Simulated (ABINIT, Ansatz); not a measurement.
# A GW chain in ABINIT: KF (Carobbiite)

How does a plane-wave GW calculation on KF (Carobbiite) run from the first input to the gap?

Program: ABINIT 10.8.3. Level of theory: PBE and many-body steps on it, plane waves. Results are calculated unless marked as measured.

## (1) Starting point

The structure is cubic, space group Fm-3m (No. 225). Conventional cell: a = 5.344 Å, b = 5.344 Å, c = 5.344 Å, α = 90.00°, β = 90.00°, γ = 90.00°. K has 6 F at 2.67 Å nearest. F has 6 K at 2.67 Å nearest. Farther neighbours and most contacts between anions are not listed.

The cell and positions come from the Crystallography Open Database and are kept as given unless a step says otherwise.

## (2) Ground state

This step: ABINIT 10.8.3; DFT, PBE, plane waves, norm-conserving pseudopotentials.

The ground-state density comes first.

The input, run.abi:

```
acell 3*1.0 Angstrom
rprim 
  -0.000000000000 2.671850000000 2.671850000000
  2.671850000000 -0.000000000000 2.671850000000
  2.671850000000 2.671850000000 0.000000000000
ntypat 2
znucl 19 9
natom 2
typat 1 2
xred 
  0.000000000000 0.000000000000 0.000000000000
  0.500000000000 0.500000000000 0.500000000000
pp_dirpath "pseudos"
pseudos "K.upf, F.upf"
ecut 36
ngkpt 6 6 6
nshiftk 1
shiftk 0 0 0
kptopt 1
chksymbreak 0
nband 13
occopt 1
tolvrs 1e-10
nstep 60
prtwf 0
optforces 0
optstress 0
indata_prefix "in"
outdata_prefix "out"
tmpdata_prefix "tmp"
```

The run is started by

```console
$ OMP_NUM_THREADS=1 mpirun -n 8 abinit run.abi > log
```

Numbers of over 12 decimals in the logs are rounded to 6 here.

The program printed:

```text
.Version 10.8.3 of ABINIT. v10.8.2 released Aug 2026.

 Symmetries : space group Fm -3 m (#225); Bravais cF (face-center cubic)
================================================================================
 Values of the parameters that define the memory need of the present run
     intxc =       0    ionmov =       0      iscf =       7    lmnmax =       6
     lnmax =       6     mgfft =      40  mpssoang =       3    mqgrid =    3001
     natom =       2  nloc_mem =       1    nspden =       1   nspinor =       1
    nsppol =       1      nsym =      48    n1xccc =    2501    ntypat =       2
    occopt =       1   xclevel =       2
-    mband =          13        mffmem =           1         mkmem =           2
       mpw =        2671          nfft =       64000          nkpt =          16
================================================================================
  Rough estimation (10% accuracy) of disk space for files :
================================================================================

--------------------------------------------------------------------------------
------------- Echo of variables that govern the present computation ------------
--------------------------------------------------------------------------------
 -outvars: echo values of preprocessed input variables --------
            acell      1.8897261259E+00  1.8897261259E+00  1.8897261259E+00 Bohr

      chksymbreak           0
             ecut      3.60000000E+01 Hartree
-          fftalg         312

              ixc     -101130
              kpt      0.00000000E+00  0.00000000E+00  0.00000000E+00
                       1.66666667E-01  0.00000000E+00  0.00000000E+00
                       3.33333333E-01  0.00000000E+00  0.00000000E+00
                       5.00000000E-01  0.00000000E+00  0.00000000E+00
                       1.66666667E-01  1.66666667E-01  0.00000000E+00
                       3.33333333E-01  1.66666667E-01  0.00000000E+00
                       5.00000000E-01  1.66666667E-01  0.00000000E+00
                      -3.33333333E-01  1.66666667E-01  0.00000000E+00
                      -1.66666667E-01  1.66666667E-01  0.00000000E+00
   [... 5 further rows ...]
                      -3.33333333E-01  3.33333333E-01  1.66666667E-01
                      -3.33333333E-01  5.00000000E-01  1.66666667E-01
         kptrlatt        6    0    0      0    6    0      0    0    6
          kptrlen      4.28427351E+01
P           mkmem           2
            natom           2
            nband          13
            ngfft          40      40      40
             nkpt          16
            nstep          60
             nsym          48
           ntypat           2
              occ      2.000000  2.000000  2.000000  2.000000  2.000000  2.000000
                       2.000000  2.000000  0.000000  0.000000  0.000000  0.000000
                       0.000000
        optforces           0
        optstress           0
            prtwf           0
            rprim     -0.0000000000E+00  2.6718500000E+00  2.6718500000E+00
[...]
spgroup         225

           tolvrs      1.00000000E-10

             xred      0.0000000000E+00  0.0000000000E+00  0.0000000000E+00
[...]
znucl       19.00000    9.00000

================================================================================

 chkinp: Checking input parameters for consistency.

================================================================================
== DATASET  1 ==================================================================
-   mpi_nproc: 8, omp_nthreads: 1 (-1 if OMP is not activated)

--- !DatasetInfo
iteration_state: {dtset: 1, }
dimensions: {natom: 2, nkpt: 16, mband: 13, nsppol: 1, nspinor: 1, nspden: 1, mpw: 2671, }
cutoff_energies: {ecut:  36.0, pawecutdg:  -1.0, }
electrons: {nelect:   1.60000000E+01, charge:   0.00000000E+00, occopt:   1.00000000E+00, tsmear:   1.00000000E-02, }

 Real(R)+Recip(G) space primitive vectors, cartesian coordinates (Bohr,Bohr^-1):
 R(1)=  0.0000000  5.0490647  5.0490647  G(1)= -0.0990282  0.0990282  0.0990282
 R(2)=  5.0490647  0.0000000  5.0490647  G(2)=  0.0990282 -0.0990282  0.0990282
 R(3)=  5.0490647  5.0490647  0.0000000  G(3)=  0.0990282  0.0990282 -0.0990282
 Unit cell volume ucvol=  2.5743217E+02 bohr^3
 Angles (23,13,12)=  6.00000000E+01  6.00000000E+01  6.00000000E+01 degrees

 getcut: wavevector=  0.0000  0.0000  0.0000  ngfft=  40  40  40
         ecut(hartree)=     36.000   => boxcut(ratio)=   2.07404

--- Pseudopotential description ------------------------------------------------
- K Generated using ONCVPSP code by D. R. Hamann
- 19.00000   9.00000  171031                  znucl, zion, pspdat
12 -101130 2 -1 2222                          pspcod,pspxc,lmax,lloc,mmax
     nproj     2     2     2
  pspatm : epsatm=    8.42413758
         --- l  ekb(1:nproj) -->
[...]
pspatm: atomic psp has been read  and splines computed

- F Generated using ONCVPSP code by D. R. Hamann
-  9.00000   7.00000  171031                  znucl, zion, pspdat
12 -101130 2 -1 832                           pspcod,pspxc,lmax,lloc,mmax
     nproj     2     2     1
  pspatm : epsatm=    4.87625608
         --- l  ekb(1:nproj) -->
[...]
1   -3.955629   -1.291931
             2   -2.441503
 pspatm: atomic psp has been read  and splines computed

   2.12806299E+02                                ecore*ucvol(ha*bohr**3)
--------------------------------------------------------------------------------

_setup2: Arith. and geom. avg. npw (full set) are    2654.523    2654.506

================================================================================

--- !BeginCycle
iteration_state: {dtset: 1, }
solver: {iscf: 7, nstep: 60, nline: 4, wfoptalg: 0, }
tolerances: {tolvrs: 1.00E-10, }

     iter   Etot(hartree)      deltaE(h)  residm     vres2
 ETOT  1  -54.723160477857    -5.472E+01 9.812E-02 4.625E+02
 ETOT  2  -54.705304050661     1.786E-02 1.263E-02 4.152E+02
 ETOT  3  -54.817881245879    -1.126E-01 4.307E-03 3.099E+01
 ETOT  4  -54.824069819037    -6.189E-03 1.171E-03 2.599E-01
 ETOT  5  -54.824086050790    -1.623E-05 8.504E-04 4.568E-02
 ETOT  6  -54.824094375111    -8.324E-06 2.017E-04 1.284E-03
 ETOT  7  -54.824094573521    -1.984E-07 3.055E-04 4.416E-05
 ETOT  8  -54.824094576737    -3.216E-09 1.556E-04 4.078E-07
 ETOT  9  -54.824094576816    -7.884E-11 2.475E-04 3.943E-09
 ETOT 10  -54.824094576817    -5.826E-13 1.442E-04 1.549E-10
 ETOT 11  -54.824094576818    -9.663E-13 1.906E-04 6.886E-12

 At SCF step   11       vres2   =  6.89E-12 < tolvrs=  1.00E-10 =>converged.

--- !ResultsGS
iteration_state: {dtset: 1, }
comment   : Summary of ground state results
lattice_vectors:
- [ -0.0000000,   5.0490647,   5.0490647, ]
- [  5.0490647,  -0.0000000,   5.0490647, ]
- [  5.0490647,   5.0490647,   0.0000000, ]
lattice_lengths: [   7.14046,    7.14046,    7.14046, ]
lattice_angles: [ 60.000,  60.000,  60.000, ] # degrees, (23, 13, 12)
lattice_volume:   2.5743217E+02
convergence: {deltae: -9.663E-13, res2:  6.886E-12, residm:  1.906E-04, diffor:  0.000E+00, }
etotal    :  -5.48240946E+01
entropy   :   0.00000000E+00
fermie    :   4.80427879E-03
cartesian_stress_tensor: null
pressure_GPa: null
xred      :
- [  0.0000E+00,   0.0000E+00,   0.0000E+00,  K]
- [  5.0000E-01,   5.0000E-01,   5.0000E-01,  F]
cartesian_forces: null
force_length_stats: {min: null, max: null, mean: null, }

 Integrated electronic density in atomic spheres:
 ------------------------------------------------
 Atom  Sphere_radius  Integrated_density
    1        2.00000          6.95743103
    2        2.00000          7.01853268
================================================================================

 ----iterations are completed or convergence reached----

 Mean square residual over all n,k,spin=   21.424E-07; max=  19.058E-05
 reduced coordinates (array xred) for    2 atoms
       0.000000000000      0.000000000000      0.000000000000
       0.500000000000      0.500000000000      0.500000000000
 rms dE/dt=  0.0000E+00; max dE/dt=  0.0000E+00; dE/dt below (all hartree)
    1       0.000000000000      0.000000000000      0.000000000000
    2       0.000000000000      0.000000000000      0.000000000000

 cartesian coordinates (angstrom) at end:
    1      0.000000     0.000000     0.000000
    2      2.671850     2.671850     2.671850
 length scales=  1.889726125908  1.889726125908  1.889726125908 bohr
              =  1.000000000000  1.000000000000  1.000000000000 angstroms
 prteigrs : about to open file out_EIG
 Fermi (or HOMO) energy (hartree) =   0.00480   Average Vxc (hartree)=  -0.31205
 Eigenvalues (hartree) for nkpt=  16  k points:
 kpt#   1, nband= 13, wtk=  0.00463, kpt=  0.0000  0.0000  0.0000 (reduced coord)
  -0.95489   -0.67869   -0.33934   -0.33934   -0.33934    0.00480    0.00480    0.00480
   0.23263    0.39781    0.39781    0.39781    0.45762
 prteigrs : prtvol=0 or 1, do not print more k-points.

--- !EnergyTerms
iteration_state     : {dtset: 1, }
comment             : Components of total free energy in Hartree
kinetic             :  2.65240854809370E+01
hartree             :  1.41638401583262E+01
xc                  : -1.20070989498102E+01
Ewald energy        : -3.63106064938669E+01
psp_core            :  8.26649984559312E-01
local_psp           : -4.96625823431144E+01
non_local_psp       :  1.64161758615119E+00
total_energy        : -5.48240945768178E+01
total_energy_eV     : -1.49183961311598E+03
band_energy         : -5.37471876813001E+00

== END DATASET(S) ==============================================================
================================================================================

 -outvars: echo values of variables after computation  --------
           etotal     -5.4824094577E+01
            nband          13
             nkpt          16
          spgroup         225
 [... the other variables as echoed above ...]

 Calculation completed.
```

Wall time 5.2 s (8 MPI ranks of Arm Neoverse V1, shared host); peak memory 0.54 GiB.

This step gave:

| Quantity | Value |
| --- | --- |
| total energy | -1491.8396 eV |
| gap | 6.200 eV |
| k of the valence top | 0, 0, 0 |
| k of the conduction bottom | 0, 0, 0 |
| least direct gap | 6.200 eV |

The gap is direct, at Γ.

(Continued in part 2 of 3.)

[Paths, hosts, dates, memory and timing lines, banners, echoed tables and standing remarks are left out of the program output.]

[Logs are printed without paths, hosts, clocks, repeated set-up lines and the standing remarks that a program may print on its own settings, such as how far it seeks lower states.]

[Runs of the session that timed out or met a known fault of the program may be left out.]

[Hosts, paths, dates, database ids (printed as entryN), source tags and the programs' standing remarks are cut or masked in the printed files.]

[G0W0 gaps are taken among the corrected bands and points alone; a level outside them can change the order at an edge.]

[Where Ansatz stands beside ABINIT at settings called matched, ABINIT's density can come from a denser mesh and the files from another edition; pairs whose starting gaps differed by over 0.03 eV were left out, so agreement reads better than it is.]
